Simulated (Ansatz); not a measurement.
The cell is COD entry 9008638, as deposited and not checked against the literature; nothing was relaxed.

An input for GdN and the output that it gave: DFT, PBE, all-electron LAPW, scalar-relativistic (Ansatz 0.2.0).

Command: `ansatz run input.yaml --threads 1 --pin off --max-ram 3072MiB --backend cpu --events-out ev --progress --plain --runs-dir out` The run took 84 s on 1 thread of Arm Neoverse V1 (shared host), peak memory 0.61 GiB.

```yaml
crystal:
  lattice:
    - [0.0, 2.4995, 2.4995]
    - [2.4995, 0.0, 2.4995]
    - [2.4995, 2.4995, 0.0]
  atoms:
    - { symbol: Gd, position: [0.0, 0.0, 0.0], spin: 7.0 }
    - { symbol: "N", position: [0.5, 0.5, 0.5] }
magnetization:
  spin_polarized: true
kpoints:
  mp_grid: { grid: [13, 13, 13] }
  band_path:
    path:
      - [0.0, 0.0, 0.0]
      - [0.5, 0.0, 0.5]
      - [0.625, 0.25, 0.625]
      - [0.375, 0.375, 0.75]
      - [0.0, 0.0, 0.0]
      - [0.5, 0.5, 0.5]
      - [0.5, 0.25, 0.75]
      - [0.5, 0.0, 0.5]
    npoints: 14
scf:
  occupations: { method: fermi_dirac, width: 0.05 }
hamiltonian:
  xc: pbe
  pseudopotentials: { kind: all_electron, lapw: { basis_error: 0.0005 } }
output:
  forces: true
  stress: true
  eigenvalues: true
  populations: true
  dos: { projected: true, de: 0.2, e_range: [-14, 8] }
```

What the program printed:

```
Gd: projections on atomic orbitals take those of the free atom 1s2 2s2 2p6 3s2 3p6 3d10 4s2 4p6 4d10 4f7 5s2 5p6 5d1 6s2, of charge +0.00 (hamiltonian.pseudopotentials.projection_atoms)
N: projections on atomic orbitals take those of the free atom 1s2 2s2 2p3, of charge +0.00 (hamiltonian.pseudopotentials.projection_atoms)
LAPW: plane waves up to 8.810 Å⁻¹, error target 5.0e-4 eV per atom; small_component_spin mean_spin; N in spheres of 1.072 Å, 7 of its electrons in bands, Dirac shells []; Gd in spheres of 1.427 Å, 36 of its electrons in bands, Dirac shells []
Engine: ansatz 0.2.0
Pseudopotentials: kind: all_electron
Pseudopotential: Gd, LAPW, valence charge 36, Koelling and Harmon's equation, gaussian nucleus
Pseudopotential: N, LAPW, valence charge 7, Koelling and Harmon's equation, gaussian nucleus
Functional definition: PBE
  parameter kappa = 0.804
  parameter beta = 0.06672455060314922
  exchange = pbe_x(kappa = kappa, mu = beta*pi^2/3)
  correlation = pbe_c(beta = beta)
Crystal: 2 atoms, lattice volume = 31.231 Å³
Basis set: ecut = 295.69095413694595 eV, 339 PW (Γ), exchange–correlation at level 2
Bands: 30, of which v1, the nominal top of the filled ones, is band 22 counted from 1 (21 counted from 0)
Symmetry: 48 space group operations
Space group: Fm-3m (ITA 225), of the structure as read, at distance tolerance 3.1e-5 Å
Magnetic group: BNS 225.116 (UNI 1618), of the structure as read, at distance tolerance 3.1e-5 Å
k-points: 84 of 2197
Non-local potential: Gd, projectors of the file, none
Non-local potential: N, projectors of the file, none
Initial density: superposition of atomic densities (chi_scale 0.1, normalization cell, long waves kept (reshape's long-wave potential 0.00 eV rms))
Starting moments: Σ|m| = 7 μB on 1 of 2 sites
Initial wavefunctions: plane waves of lowest kinetic energy (no species holds an atomic orbital)
Functional: x = pbe(κ = 0.804, μ = 0.2195149727645171), c = pbe(β = 0.06672455060314922)
iter 1 solved again at ethr=1.34e-2 eV; its pass at ethr=1.00e-1 eV (dr2=5.75e0 eV) is discarded
SCF iter   1: F=—  HF=-308188.659316 eV  |F-HF|=—  |Δ(HF+E_count)|=         —  Δρ=5.63e-2 (↑5.26e-2 ↓5.63e-2)  dr2=5.74e0  dr2_m=9.79e-4  M=7.000 μB ∫|m|=7.072 μB  β_m=0.30  ethr=1.34e-2  ⟨swp⟩=2.0  Hψ=30720  notcnv=0
Mixer restart at iter 1: flushing history
preconditioner: auto → none  [insulator: Δε(μ)=1.007 eV  Ē_g=13.543 eV  σ=0.050 eV  W_gap=1.00  n_scr=14 (ndim 8)  ℏωp=30.4 eV  f_vac=0.000  D(μ)=0.00/eV (n_scr^D=0)  ε∞_Penn≈6.1]
iter 2 solved again at ethr=9.17e-5 eV; its pass at ethr=1.34e-2 eV (dr2=3.94e-2 eV) is discarded
SCF iter   2: F=—  HF=-308186.535753 eV  |F-HF|=—  |Δ(HF+E_count)|=    2.12e0  Δρ=9.38e-3 (↑9.38e-3 ↓7.39e-3)  dr2=3.93e-2  dr2_m=2.90e-3  M=6.992 μB ∫|m|=7.150 μB  β_m=0.28  ethr=9.17e-5  ⟨swp⟩=2.0  Hψ=24887  notcnv=0
preconditioner: auto → Kerker (q_TF=auto, 2.878 Å⁻¹)  [metal: Δε(μ)=0.036 eV  Ē_g=12.977 eV  σ=0.050 eV  W_gap=0.18  n_scr=14 (ndim 8)  ℏωp=30.4 eV  f_vac=0.000  D(μ)=0.11/eV (n_scr^D=0)]
spin=Collinear: Kerker preconditioning applied to the charge; magnetization (m = ρ↑ − ρ↓) channel mixes plain (no charge-response kernel on spin).
SCF iter   3: F=—  HF=-308186.502795 eV  |F-HF|=—  |Δ(HF+E_count)|=         —  Δρ=1.23e-2 (↑8.56e-3 ↓1.23e-2)  dr2=2.07e-1  dr2_m=1.28e-3  M=7.000 μB ∫|m|=7.142 μB  β_m=0.39  ethr=9.15e-5  ⟨swp⟩=3.0  Hψ=16620  notcnv=0
the basis was enlarged: its passes take 1.4 MiB over the memory plan, 2 of 2 planned eigensolver slots
SCF iter   4: F=—  HF=-308186.522116 eV  |F-HF|=—  |Δ(HF+E_count)|=   1.93e-2  Δρ=5.74e-3 (↑3.83e-3 ↓5.74e-3)  dr2=4.01e-2  dr2_m=3.85e-4  M=7.000 μB ∫|m|=7.162 μB  β_m=0.39  ethr=9.15e-5  ⟨swp⟩=2.0  Hψ=15654  notcnv=0
SCF iter   5: F=—  HF=-308186.540076 eV  |F-HF|=—  |Δ(HF+E_count)|=         —  Δρ=1.60e-3 (↑1.23e-3 ↓1.60e-3)  dr2=2.07e-3  dr2_m=6.03e-5  M=7.000 μB ∫|m|=7.181 μB  β_m=0.39  ethr=9.15e-5  ⟨swp⟩=2.0  Hψ=14259  notcnv=0
Mixer restart at iter 5: flushing history
SCF iter   6: F=—  HF=-308186.543180 eV  |F-HF|=—  |Δ(HF+E_count)|=   3.10e-3  Δρ=1.24e-3 (↑9.24e-4 ↓1.24e-3)  dr2=1.31e-3  dr2_m=3.41e-5  M=7.000 μB ∫|m|=7.184 μB  β_m=0.69  ethr=4.81e-6  ⟨swp⟩=2.0  Hψ=14702  notcnv=0
SCF iter   7: F=—  HF=-308186.546346 eV  |F-HF|=—  |Δ(HF+E_count)|=   3.17e-3  Δρ=5.59e-4 (↑4.89e-4 ↓5.59e-4)  dr2=3.76e-4  dr2_m=2.49e-6  M=7.000 μB ∫|m|=7.188 μB  β_m=0.56  ethr=3.04e-6  ⟨swp⟩=2.5  Hψ=15020  notcnv=0
SCF iter   8: F=—  HF=-308186.546363 eV  |F-HF|=—  |Δ(HF+E_count)|=   1.72e-5  Δρ=2.97e-4 (↑2.44e-4 ↓2.97e-4)  dr2=1.20e-4  dr2_m=3.54e-7  M=7.000 μB ∫|m|=7.190 μB  β_m=0.78  ethr=8.75e-7  ⟨swp⟩=2.2  Hψ=14720  notcnv=0
SCF iter   9: F=—  HF=-308186.546437 eV  |F-HF|=—  |Δ(HF+E_count)|=   7.43e-5  Δρ=8.73e-5 (↑8.73e-5 ↓8.55e-5)  dr2=1.37e-5  dr2_m=1.09e-8  M=7.000 μB ∫|m|=7.191 μB  β_m=0.71  ethr=2.80e-7  ⟨swp⟩=2.5  Hψ=14842  notcnv=0
SCF iter  10: F=—  HF=-308186.546440 eV  |F-HF|=—  |Δ(HF+E_count)|=   2.19e-6  Δρ=4.81e-5 (↑4.81e-5 ↓3.95e-5)  dr2=3.11e-6  dr2_m=1.19e-8  M=7.000 μB ∫|m|=7.191 μB  β_m=0.82  ethr=3.18e-8  ⟨swp⟩=2.5  Hψ=14815  notcnv=0
SCF iter  11: F=—  HF=-308186.546443 eV  |F-HF|=—  |Δ(HF+E_count)|=   2.84e-6  Δρ=1.84e-5 (↑1.84e-5 ↓1.50e-5)  dr2=5.29e-7  dr2_m=2.38e-9  M=7.000 μB ∫|m|=7.191 μB  β_m=0.91  ethr=7.24e-9  ⟨swp⟩=2.2  Hψ=14720  notcnv=0
SCF iter  12: F=—  HF=-308186.546443 eV  |F-HF|=—  |Δ(HF+E_count)|=   1.68e-7  Δρ=2.86e-6 (↑2.86e-6 ↓2.66e-6)  dr2=1.04e-8  dr2_m=6.33e-11  M=7.000 μB ∫|m|=7.191 μB  β_m=0.90  ethr=1.23e-9  ⟨swp⟩=2.2  Hψ=14731  notcnv=0
SCF iter  13: F=-308186.546443 eV  HF=-308186.546443 eV  |F-HF|=5.12e-9  |Δ(HF+E_count)|=  8.73e-10  Δρ=2.03e-6 (↑2.03e-6 ↓1.66e-6)  dr2=6.48e-9  dr2_m=1.67e-11  M=7.000 μB ∫|m|=7.191 μB  ethr=2.43e-11  ⟨swp⟩=2.0  Hψ=14692  notcnv=0
SCF 1 converged in 13 iterations: F = -308186.546443 eV  dr2 = 6.48e-9
NSCF: frozen V_eff on 99 k-points
SCF converged after 13 iterations
Magnetization: 6.9999 μB (25.0000 up, 18.0000 down)
Absolute magnetization: 7.1911 μB (∫|ρ↑−ρ↓|)
Spin contamination: 0.0241 ħ² per cell (⟨S²⟩ above its minimum at these occupations)
Per-site moments (μB) at R_I (Å): [(6.986247749385658, 1.427048034507875), (-0.09549067166157377, 1.0724519282466722)]
Free energy (F): -308186.546443 eV
Harris-Foulkes:  -308186.546443 eV  (|F-HF|=5.12e-9)
Internal energy: -308186.545920 eV  (E = F + TS)
E sigma→0 (E₀):  -308186.546181 eV
Entropy (-TS):   -0.000523 eV (-0.262 meV/atom)
Fermi energy:    16.600963 eV
--- Per-component energies (eV) ---
  E_band       = -4020.358608
  E_kinetic    = 334861.647388
  E_xc         = -6993.199656
  E_electrostatic = -636054.993652  (all electrons and nuclei)
  E_smearing   = -0.000523  (= −TS)
  E_closure    = 0.000000  (closes the sum)
  E_atoms      = -308160.921328  (free atoms, spherical and without spin; not in F)
  Σ components = -308186.546443   (vs F -308186.546443, Δ=0.00e0)
  Basis errors (estimates in eV, not in F): energy 1.9e-4 per atom: plane waves 1.6e-4 (8.9e-5 summed), levels above the bands 7.4e-43, relativity 1.2e-7, radial functions 2.8e-5, core shells 2.6e-10; eigenvalues (radial functions only) 2.4e-6; not estimated: angular momenta, meshes, grids; target (lapw.basis_error) 5.0e-4; muffin-tin radii N 1.072 Å, Gd 1.427 Å
--- Forces (eV/Å), atoms counted from 1 ---
  atom   1  Gd     0.00000000    -0.00000000     0.00000000
  atom   2  N      0.00000000     0.00000000    -0.00000000
  max |Σ_I F_I| component: 3.19e-30 eV/Å
--- Stress (GPa, compression-positive) ---
       -1.287149       0.000000      -0.000000
        0.000000      -1.287149      -0.000000
       -0.000000      -0.000000      -1.287149
  P = ⅓ Tr σ = -1.2871 GPa (-12.871 kbar)
--- Band table (eV; the first three rows and the last of 168) ---
  k-point 0 ↑: bands = ["-358.6243", "-346.9590", "-253.9964", "-253.9964", "-253.9964", "-125.5338", "-125.5338", "-125.5338", "-125.4968", "-125.4968", "-27.2200", "-4.2667", "-4.2667", "-4.2667", "3.4990", "13.0050", "13.0050", "13.0050", "13.1796", "13.4153", "13.4153", "13.4153", "16.7851", "16.7851", "16.7851", "19.0037", "19.0037", "19.0037", "19.6971", "21.1081"]
  k-point 1 ↑: bands = ["-358.6243", "-346.9590", "-253.9964", "-253.9964", "-253.9964", "-125.5338", "-125.5338", "-125.5338", "-125.4968", "-125.4968", "-27.2149", "-4.3414", "-4.2720", "-4.2720", "3.6018", "12.9867", "13.0128", "13.0128", "13.1844", "13.4057", "13.4057", "13.4156", "16.3348", "16.5231", "16.5231", "19.1020", "19.1700", "19.1700", "20.1077", "21.4490"]
  k-point 2 ↑: bands = ["-358.6243", "-346.9590", "-253.9964", "-253.9964", "-253.9964", "-125.5338", "-125.5338", "-125.5338", "-125.4968", "-125.4968", "-27.2009", "-4.5401", "-4.2865", "-4.2865", "3.8803", "12.9314", "13.0372", "13.0372", "13.1986", "13.3807", "13.3807", "13.4165", "15.4569", "15.9454", "15.9454", "19.2893", "19.6076", "19.6076", "21.0224", "22.2982"]
  k-point 83 ↓: bands = ["-358.6890", "-340.9451", "-248.0241", "-248.0241", "-248.0241", "-119.6077", "-119.6077", "-119.6077", "-119.6017", "-119.6017", "-24.0265", "-2.8247", "-2.6915", "-2.5007", "4.4142", "14.0849", "15.1273", "15.1799", "18.2308", "18.3286", "18.5225", "18.5233", "18.6042", "18.6425", "18.7281", "20.6613", "21.3611", "24.2458", "25.2585", "26.1488"]
--- Löwdin populations: 2 sites ---
  site symbol       q [e]    m [muB]
     0     Gd     63.2688     7.1124
     1      N      7.6920    -0.1138
  spilling = 0.000551 (of n_electrons = 71.000000)
```

Semilocal functionals without a Hubbard term describe localised f shells poorly; where the shell is localised, the real material differs.

Other magnetic orders may lie lower; this is the state that the run reached.
